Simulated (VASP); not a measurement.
# Si2Ni (Fm-3m) in VASP: further runs

The runs below take Si2Ni through relaxation of cell and atoms, with PBE+D3(BJ), r2SCAN.

Everything below comes from runs of VASP 6.6.1. Logs are shortened: lines on timing, memory, paths and dates and some standing lists are left out, and cuts for length are marked.

**1. The crystal as given**

It takes space group Fm-3m (No. 225, cubic). Conventional cell: a = 5.406 Å, b = 5.406 Å, c = 5.406 Å, α = 90.00°, β = 90.00°, γ = 90.00°. Si (site symmetry -43m) is surrounded by 4 Ni at 2.34 Å. Ni (site symmetry m-3m) is surrounded by 8 Si at 2.34 Å.

**2. Relaxation of cell and atoms, PBE+D3(BJ)**

File INCAR:

```
PREC = Accurate
ENCUT = 600
EDIFF = 1E-6
ISMEAR = 1
SIGMA = 0.1
LREAL = F
LASPH = T
NELM = 80
ALGO = Normal
ISIF = 3
LWAVE = F
LCHARG = F
GGA = PE
IVDW = 12
IBRION = 2
NSW = 90
EDIFFG = -0.01
```

File KPOINTS:

```
Automatic mesh
0
Gamma
  12 12 12
```

File POSCAR:

```
Si2Ni
1.0
    0.0000000000      2.7030000000      2.7030000000
    2.7030000000      0.0000000000      2.7030000000
    2.7030000000      2.7030000000      0.0000000000
Si Ni
2 1
Direct
    0.2500000000      0.2500000000      0.2500000000
    0.7500000000      0.7500000000      0.7500000000
    0.0000000000      0.0000000000      0.0000000000
```

Potentials or basis: VASP PAW PBE potentials, release 64 (Si, Ni).

Started as:

```bash
$ cat potpaw_PBE.64/Si/POTCAR potpaw_PBE.64/Ni/POTCAR > POTCAR
$ mpirun -np 1 vasp_std > vasp.out
```

OUTCAR:

```text
PREC = Accurate
   ENCUT = 600
   EDIFF = 1E-6
   ISMEAR = 1
   LREAL = F
   LASPH = T
   NELM = 80
   ISIF = 3
   GGA = PE
   IVDW = 12
   IBRION = 2
   NSW = 90
   EDIFFG = -0.01
 IVDW          = 12

 ion  position               nearest neighbor table
   1  0.250  0.250  0.250-   3 2.34   3 2.34   3 2.34   3 2.34   2 2.70   2 2.70   2 2.70   2 2.70
                             2 2.70   2 2.70
   2  0.750  0.750  0.750-   3 2.34   3 2.34   3 2.34   3 2.34   1 2.70   1 2.70   1 2.70   1 2.70
                             1 2.70   1 2.70
   3  0.000  0.000  0.000-   2 2.34   1 2.34   2 2.34   1 2.34   2 2.34   2 2.34   1 2.34   1 2.34

  LATTYP: Found a face centered cubic cell.
 ALAT       =     5.4060000000

  Lattice vectors:

 A1 = (   0.0000000000,   2.7030000000,   2.7030000000)
 A2 = (   2.7030000000,   0.0000000000,   2.7030000000)
 A3 = (   2.7030000000,   2.7030000000,   0.0000000000)

Analysis of symmetry for initial positions (statically):
=====================================================================
 Subroutine PRICEL returns:
 Original cell was already a primitive cell.

 Routine SETGRP: Setting up the symmetry group for a
 face centered cubic supercell.

 Subroutine GETGRP returns: Found 48 space group operations
 (whereof 48 operations were pure point group operations)
 out of a pool of 48 trial point group operations.

The static configuration has the point symmetry O_h .

Analysis of symmetry for dynamics (positions and initial velocities):
=====================================================================
 Subroutine PRICEL returns:
 Original cell was already a primitive cell.

 Routine SETGRP: Setting up the symmetry group for a
 face centered cubic supercell.

 Subroutine GETGRP returns: Found 48 space group operations
 (whereof 48 operations were pure point group operations)
 out of a pool of 48 trial point group operations.

The dynamic configuration has the point symmetry O_h .

 Subroutine INISYM returns: Found 48 space group operations
 (whereof 48 operations are pure point group operations),
 and found     1 'primitive' translations

----------------------------------------------------------------------------------------

                                     Primitive cell

  volume of cell :      39.4974

  direct lattice vectors                    reciprocal lattice vectors
     0.000000000  2.703000000  2.703000000    -0.184979652  0.184979652  0.184979652
     2.703000000  0.000000000  2.703000000     0.184979652 -0.184979652  0.184979652
     2.703000000  2.703000000  0.000000000     0.184979652  0.184979652 -0.184979652

  length of vectors
     3.822619259  3.822619259  3.822619259     0.320394156  0.320394156  0.320394156

  position of ions in fractional coordinates (direct lattice)
     0.250000000  0.250000000  0.250000000
     0.750000000  0.750000000  0.750000000
     0.000000000  0.000000000  0.000000000

  ion indices of the primitive-cell ions
   primitive index   ion index
                 1           1
                 2           2
                 3           3

----------------------------------------------------------------------------------------

 KPOINTS: Automatic mesh

Automatic generation of k-mesh.
 Grid dimensions read from file:
 generate k-points for:   12   12   12

 Generating k-lattice:

  Cartesian coordinates                     Fractional coordinates (reciprocal lattice)
    -0.015414971  0.015414971  0.015414971     0.083333333  0.000000000  0.000000000
     0.015414971 -0.015414971  0.015414971     0.000000000  0.083333333  0.000000000
     0.015414971  0.015414971 -0.015414971     0.000000000  0.000000000  0.083333333

  Length of vectors
     0.026699513  0.026699513  0.026699513

  Shift w.r.t. Gamma in fractional coordinates (k-lattice)
     0.000000000  0.000000000  0.000000000

 Subroutine IBZKPT returns following result:
 ===========================================

 Found     72 irreducible k-points:

 Following reciprocal coordinates:
            Coordinates               Weight
  0.000000  0.000000  0.000000      1.000000
  0.083333  0.000000  0.000000      8.000000
  0.166667  0.000000  0.000000      8.000000
  0.250000  0.000000  0.000000      8.000000
  0.333333  0.000000  0.000000      8.000000
  0.416667  0.000000  0.000000      8.000000
[... 16 lines left out ...]
  0.500000  0.166667  0.000000     24.000000
 -0.416667  0.166667  0.000000     24.000000
 [... further k-points ...]
   k-points           NKPTS =     72   k-points in BZ     NKDIM =     72   number of bands    NBANDS=     13
   number of dos      NEDOS =    301   number of ions     NIONS =      3
   total plane-waves  NPLWV =  32768
   dimension x,y,z NGX =    32 NGY =   32 NGZ =   32
   dimension x,y,z NGXF=    64 NGYF=   64 NGZF=   64
   ions per type =               2   1
   NGX,Y,Z   is equivalent  to a cutoff of  13.92, 13.92, 13.92 a.u.
   NGXF,Y,Z  is equivalent  to a cutoff of  27.83, 27.83, 27.83 a.u.
 SYSTEM =  unknown system
   PREC   = accura    normal or accurate (medium, high low for compatibility)
   ISTART =      0    job   : 0-new  1-cont  2-samecut
   ICHARG =      2    charge: 1-file 2-atom 10-const
   ISPIN  =      1    spin polarized calculation?
   LNONCOLLINEAR =      F non collinear calculations
   LSORBIT =      F    spin-orbit coupling
   LASPH  =      T    aspherical Exc in radial PAW
   ENCUT  =  600.0 eV  44.10 Ry    6.64 a.u.   7.63  7.63  7.63*2*pi/ulx,y,z
   NELM   =     80;   NELMIN=  2; NELMDL= -5     # of ELM steps
   EDIFF  = 0.1E-05   stopping-criterion for ELM
   LREAL  =      F    real-space projection
   EDIFFG = -.1E-01   stopping-criterion for IOM
   NSW    =     90    number of steps for IOM
   IBRION =      2    ionic relax: 0-MD 1-quasi-New 2-CG
   NFREE  =      1    steps in history (QN), initial steepest desc. (CG)
   ISIF   =      3    stress and relaxation
   ISYM   =      2    0-nonsym 1-usesym 2-fastsym
   POTIM  = 0.5000    time-step for ionic-motion
   TEBEG  =    0.0;   TEEND  =   0.0 temperature during run
   PSTRESS=    0.0 pullay stress
   NELECT =      18.0000    total number of electrons
   NUPDOWN=      -1.0000    fix difference up-down
   EMIN   =  10.00;   EMAX   =-10.00  energy-range for DOS
   EFERMI =   0.00;   METHOD = LEGACY
   ISMEAR =     1;   SIGMA  =   0.10  broadening in eV -4-tet -1-fermi 0-gaus
   EFERMI_NEDOS =   21; number of points for ismear=-14 and -15
   IALGO  =     38    algorithm
   IMIX   =      4    mixing-type and parameters
     AMIX     =   0.40;   BMIX     =  1.00
     AMIX_MAG =   1.60;   BMIX_MAG =  1.00
  volume/ion in A,a.u.               =      13.17        88.85
  Fermi-wavevector in a.u.,A,eV,Ry     =   1.259823  2.380721 21.594550  1.587155
  Thomas-Fermi vector in A             =   2.393364
   LORBIT       =      0    0 simple, 1 ext, 2 COOP (PROOUT), +10 PAW based schemes
   GGA     = PE    functional components
   LHFCALC =     F    Hartree Fock is set to
   AEXX    =    0.0000 exact exchange contribution
   IVDW    =    12    specifies the selected vdW correction
   LEPSILON=     F    determine dielectric tensor
   LRPA    =     F    only Hartree local field effects (RPA)
 conjugate gradient relaxation of ions
 non-spin polarized calculation
 Methfessel and Paxton  Order N= 1 SIGMA  =   0.10
  energy-cutoff  :      600.00
  volume of cell :       39.50
 maximum number of plane-waves:      1363
   NGX = 15   NGY = 15   NGZ = 15

--------------------------------------- Ionic step        1  -------------------------------------------

 number of electron      18.0000004 magnetization

 Free energy of the ion-electron system (eV)
  ---------------------------------------------------
  ext. energy  EPLUGINS =         0.00000000
  ---------------------------------------------------
  free energy    TOTEN  =       -17.35765833 eV

  energy without entropy =      -17.35728879  energy(sigma->0) =      -17.35753515

------------------------ aborting loop because EDIFF is reached ----------------------------------------

 Edisp (eV)   -1.33534

 E8    (eV) :    -0.5597

  FORCE on cell =-STRESS in cart. coord.  units (eV):
  Direction    XX          YY          ZZ          XY          YZ          ZX
  --------------------------------------------------------------------------------------
  -------------------------------------------------------------------------------------
  Total      -0.64686    -0.64686    -0.64686     0.00000     0.00000     0.00000
  in kB     -26.23932   -26.23932   -26.23932     0.00000     0.00000     0.00000
  external pressure =      -26.24 kB  Pullay stress =        0.00 kB
[... 63 lines left out ...]
  energy  without entropy=      -18.6928833728  energy(sigma->0) =      -18.69319481

--------------------------------------- Ionic step        3  -------------------------------------------

 number of electron      18.0000006 magnetization

 Free energy of the ion-electron system (eV)
  ---------------------------------------------------
  ext. energy  EPLUGINS =         0.00000000
  ---------------------------------------------------
  free energy    TOTEN  =       -17.34076026 eV

  energy without entropy =      -17.34027011  energy(sigma->0) =      -17.34059687

 E-fermi :  10.6818     XC(G=0): -11.6597

 val. band max:       10.6715424303   @ k =  -0.4167   0.4167   0.0000
 cond. band min:      10.6926891912   @ k =   0.4167   0.3333   0.0833
 fundamental gap:      0.0211467609
 Fermi energy:        10.6817597199

 k-point     1 :       0.0000    0.0000    0.0000
  band No.  band energies     occupation
      1      -3.3150      2.00000
      2       5.3802      2.00000
      3       5.3802      2.00000
      4       5.3802      2.00000
      5       7.0873      2.00000
      6       7.0873      2.00000
      7      10.5145      2.03947
      8      12.4078     -0.00000
      9      12.4078     -0.00000
     10      12.4078     -0.00000
     11      12.9467      0.00000
     12      12.9467      0.00000
     13      12.9467      0.00000
[... 353 lines left out ...]
 k-point    24 :      -0.4167    0.1667    0.0000
  band No.  band energies     occupation
      1       0.1388      2.00000
      2       1.0011      2.00000
      3       5.1458      2.00000
      4       5.9652      2.00000
      5       6.4015      2.00000
      6       7.0237      2.00000
      7       7.2867      2.00000
      8       8.1348      2.00000
      9       8.8715      2.00000
     10      11.4724     -0.00000
     11      13.3517      0.00000
     12      14.3677      0.00000
     13      15.8097      0.00000

 [... further k-points ...]

------------------------ aborting loop because EDIFF is reached ----------------------------------------

 Edisp (eV)   -1.35713

 E8    (eV) :    -0.5689

  FORCE on cell =-STRESS in cart. coord.  units (eV):
  Direction    XX          YY          ZZ          XY          YZ          ZX
  --------------------------------------------------------------------------------------
  -------------------------------------------------------------------------------------
  Total      -0.00393    -0.00393    -0.00393     0.00000     0.00000     0.00000
  in kB      -0.16181    -0.16181    -0.16181     0.00000     0.00000     0.00000
  external pressure =       -0.16 kB  Pullay stress =        0.00 kB
[... 18 lines left out ...]
  FREE ENERGIE OF THE ION-ELECTRON SYSTEM (eV)
  ---------------------------------------------------
  free  energy   TOTEN  =       -18.6978853312 eV

  energy  without entropy=      -18.6973951792  energy(sigma->0) =      -18.69772195

 reached required accuracy - stopping structural energy minimisation
```

Run time: 2 min. Hardware: 1 thread of AMD EPYC 7R13 (Zen 3), shared host; peak memory 0.19 GiB.

Results:

```
Free energy                            : -18.6979 eV
Relaxed volume                         : 12.96 Å³/atom
Relaxed cell                           : a = 3.802 Å, b = 3.802 Å, c = 3.802 Å, α = 60.00°, β = 60.00°, γ = 60.00°
Space group after relaxing (to 0.05 Å) : Fm-3m (No. 225)
Energy gained by relaxing              : 1.6 meV/atom
Ionic steps                            : 3
Pressure after relaxing                : 0.0 GPa
Band gap on the k mesh                 : none (metal or under the smearing width)
Dispersion energy per atom             : -0.452 eV
```

The path:
```
step  energy change (eV)  largest force (eV/Å)  pressure (GPa)  volume (Å³)
   1              0.0000                0.0000           -2.62        39.50
   2             -0.0004                0.0000            2.58        38.28
   3             -0.0049                0.0000           -0.02        38.88
```

Final structure:
```
Si Ni
1.0
     0.00000    2.68873    2.68873
     2.68873    0.00000    2.68873
     2.68873    2.68873    0.00000
Si Ni
2 1
Cartesian
  1.3444 1.3444 1.3444
  4.0331 4.0331 4.0331
  0.0000 0.0000 0.0000
```

Caveat: pairwise dispersion overbinds metals, which lowers pressure and volume. Spin polarisation is off, so any magnetic state and its effect on volume and gap are missing.

**3. Relaxation of cell and atoms, PBE+D3(BJ)**

This run uses another cell than the first one, of 12.96 Å³/atom, 0.984 times its volume.

INCAR: that of step 2 with these lines changed.

```diff
@@ -2,3 +2,3 @@
 ENCUT = 600
-EDIFF = 1E-6
+EDIFF = 1E-7
 ISMEAR = 1
@@ -16,2 +16,2 @@
 NSW = 90
-EDIFFG = -0.01
+EDIFFG = -0.005
```

KPOINTS is that of step 2.

File POSCAR:

```
Si2Ni                                   
1.0
    0.0000000000      2.6887310566      2.6887310566
    2.6887310566     -0.0000000000      2.6887310566
    2.6887310566      2.6887310566      0.0000000000
  Si              Ni            
     2     1
Direct
     0.2500000000000000    0.2500000000000000    0.2500000000000000
     0.7500000000000000    0.7500000000000000    0.7500000000000000
     0.0000000000000000    0.0000000000000000    0.0000000000000000
```

Potentials or basis: VASP PAW PBE potentials, release 64 (Si, Ni).

Started as:

```bash
$ cat potpaw_PBE.64/Si/POTCAR potpaw_PBE.64/Ni/POTCAR > POTCAR
$ mpirun -np 1 vasp_std > vasp.out
```

Run time: 53 s. Hardware: 1 thread of AMD EPYC 7R13 (Zen 3), shared host; peak memory 0.18 GiB.

Results (log left out):

```
Free energy                : -18.6977 eV
Pressure after relaxing    : 0.0 GPa
Band gap on the k mesh     : none (metal or under the smearing width)
Dispersion energy per atom : -0.452 eV
```

Final structure:
```cif
data_structure
_symmetry_space_group_name_H-M 'P 1'
_symmetry_Int_Tables_number 1
_cell_length_a 3.8024
_cell_length_b 3.8024
_cell_length_c 3.8024
_cell_angle_alpha 60.000
_cell_angle_beta 60.000
_cell_angle_gamma 60.000
_cell_volume 38.88
loop_
_atom_site_label
_atom_site_type_symbol
_atom_site_fract_x
_atom_site_fract_y
_atom_site_fract_z
_atom_site_occupancy
Si1 Si 0.25000 0.25000 0.25000 1
Si2 Si 0.75000 0.75000 0.75000 1
Ni1 Ni 0.00000 0.00000 0.00000 1
```

Levels at points of the mesh, in eV from the Fermi level:
```csv
k point,band 5,band 6,band 7,band 8,band 9,band 10,band 11,band 12,band 13
"(0.00, 0.00, 0.00)",-3.59,-3.59,-0.17,1.73,1.73,1.73,2.26,2.26,2.26
"(0.50, 0.00, 0.00)",-3.78,-3.40,-3.40,-1.48,-1.48,1.82,1.82,1.82,2.71
"(0.50, 0.50, 0.00)",-4.60,-3.68,-3.68,-3.51,-3.18,-0.40,1.39,7.73,8.44
```

Caveat: the relaxation stopped at its first step, so nothing moved; pairwise dispersion overbinds metals, which lowers pressure and volume. Spin polarisation is off, so any magnetic state and its effect on volume and gap are missing.

**4. Relaxation of cell and atoms, r2SCAN**

File INCAR:

```
  ALGO = Normal
  EDIFF = 1E-6
  EDIFFG = -0.01
  ENCUT = 600
  IBRION = 2
  ISIF = 3
  ISMEAR = 1
  LASPH = True
  LCHARG = False
  LMIXTAU = True
  LREAL = False
  LWAVE = False
  METAGGA = R2SCAN
  NELM = 80
  NSW = 90
  PREC = Accurate
  SIGMA = 0.1
```

File KPOINTS:

```
k-points
0
Gamma
  12 12 12
```

File POSCAR:

```
Si2Ni
1.0
    0.0000000000      2.7030000000      2.7030000000
    2.7030000000      0.0000000000      2.7030000000
    2.7030000000      2.7030000000      0.0000000000
Si Ni
2 1
Direct
    0.2500000000      0.2500000000      0.2500000000
    0.7500000000      0.7500000000      0.7500000000
    0.0000000000      0.0000000000      0.0000000000
```

Started as:

```bash
$ cat potpaw_PBE.64/Si/POTCAR potpaw_PBE.64/Ni/POTCAR > POTCAR
$ mpirun -np 1 vasp_std > vasp.out
```

Run time: 2.6 min. Hardware: 1 thread of Intel Xeon 6975P-C (Granite Rapids), shared host; peak memory 0.23 GiB.

The run converged. Its results:

```yaml
Free_energy: -30.5355 eV
Relaxed_volume: 12.98 Å³/atom
Relaxed_cell: a = 3.805 Å, b = 3.805 Å, c = 3.805 Å, α = 60.00°, β = 60.00°, γ = 60.00°
Space_group_after_relaxing_to_0.05_Å: Fm-3m (No. 225)
Energy_gained_by_relaxing: 1.3 meV/atom
Ionic_steps: 3
Pressure_after_relaxing: 0.0 GPa
Band_gap_on_the_k_mesh: none (metal or under the smearing width)
```

The path:
```tsv
step	energy change (eV)	largest force (eV/Å)	pressure (GPa)	volume (Å³)
1	0.0000	0.0000	-2.24	39.50
2	-0.0006	0.0000	2.18	38.46
3	-0.0038	0.0000	-0.01	38.95
```

Final structure:
```cif
data_structure
_symmetry_space_group_name_H-M 'P 1'
_symmetry_Int_Tables_number 1
_cell_length_a 3.8049
_cell_length_b 3.8049
_cell_length_c 3.8049
_cell_angle_alpha 60.000
_cell_angle_beta 60.000
_cell_angle_gamma 60.000
_cell_volume 38.95
loop_
_atom_site_label
_atom_site_type_symbol
_atom_site_fract_x
_atom_site_fract_y
_atom_site_fract_z
_atom_site_occupancy
Si1 Si 0.25000 0.25000 0.25000 1
Si2 Si 0.75000 0.75000 0.75000 1
Ni1 Ni 0.00000 0.00000 0.00000 1
```

Levels at points of the mesh, in eV from the Fermi level:
| k point | band 6 | band 7 | band 8 | band 9 | band 10 | band 11 | band 12 | band 13 |
| --- | --- | --- | --- | --- | --- | --- | --- | --- |
| (0.00, 0.00, 0.00) | -3.85 | 0.15 | 1.73 | 1.73 | 1.73 | 2.27 | 2.27 | 2.27 |
| (0.50, 0.00, 0.00) | -3.63 | -3.63 | -1.68 | -1.68 | 1.84 | 1.84 | 2.15 | 2.94 |
| (0.50, 0.50, 0.00) | -3.87 | -3.87 | -3.76 | -3.42 | -0.39 | 1.48 | 8.02 | 8.97 |

Caveat: the PAW data sets were made with another functional, which shifts forces and pressure a little. Spin polarisation is off, so any magnetic state and its effect on volume and gap are missing.

**5. Relaxation of cell and atoms, r2SCAN**

This run uses another cell than the first one, of 12.98 Å³/atom, 0.986 times its volume.

INCAR: that of step 4 with these lines changed.

```diff
@@ -1,4 +1,4 @@
   ALGO = Normal
-  EDIFF = 1E-6
-  EDIFFG = -0.01
+  EDIFF = 1E-7
+  EDIFFG = -0.005
   ENCUT = 600
```

KPOINTS is that of step 4.

File POSCAR:

```
Si2Ni                                   
1.0
    0.0000000000      2.6904817455      2.6904817455
    2.6904817455      0.0000000000      2.6904817455
    2.6904817455      2.6904817455     -0.0000000000
  Si              Ni            
     2     1
Direct
     0.2500000000000000    0.2500000000000000    0.2500000000000000
     0.7500000000000000    0.7500000000000000    0.7500000000000000
     0.0000000000000000    0.0000000000000000    0.0000000000000000
```

Started as:

```bash
$ cat potpaw_PBE.64/Si/POTCAR potpaw_PBE.64/Ni/POTCAR > POTCAR
$ mpirun -np 1 vasp_std > vasp.out
```

It took 1.8 min on 1 thread of Intel Xeon 6975P-C (Granite Rapids), shared host; peak memory 0.19 GiB.

It converged, with:

```
Free energy             : -30.5353 eV
Pressure after relaxing : 0.0 GPa
Band gap on the k mesh  : none (metal or under the smearing width)
```

Final structure:
```
Si Ni
1.0
     0.00000    2.69048    2.69048
     2.69048    0.00000    2.69048
     2.69048    2.69048    0.00000
Si Ni
2 1
Direct
  0.25000 0.25000 0.25000
  0.75000 0.75000 0.75000
  0.00000 0.00000 0.00000
```

Levels at points of the mesh, in eV from the Fermi level:
```
           k point  band 5  band 6  band 7  band 8  band 9  band 10  band 11  band 12  band 13
(0.00, 0.00, 0.00)   -3.85   -3.85    0.15    1.73    1.73     1.73     2.27     2.27     2.27
(0.50, 0.00, 0.00)   -3.99   -3.63   -3.63   -1.69   -1.68     1.84     1.84     2.15     2.94
(0.50, 0.50, 0.00)   -4.96   -3.87   -3.87   -3.76   -3.42    -0.39     1.48     8.02     8.97
```

Caveat: the relaxation stopped at its first step, so nothing moved; the PAW data sets were made with another functional, which shifts forces and pressure a little. Spin polarisation is off, so any magnetic state and its effect on volume and gap are missing.
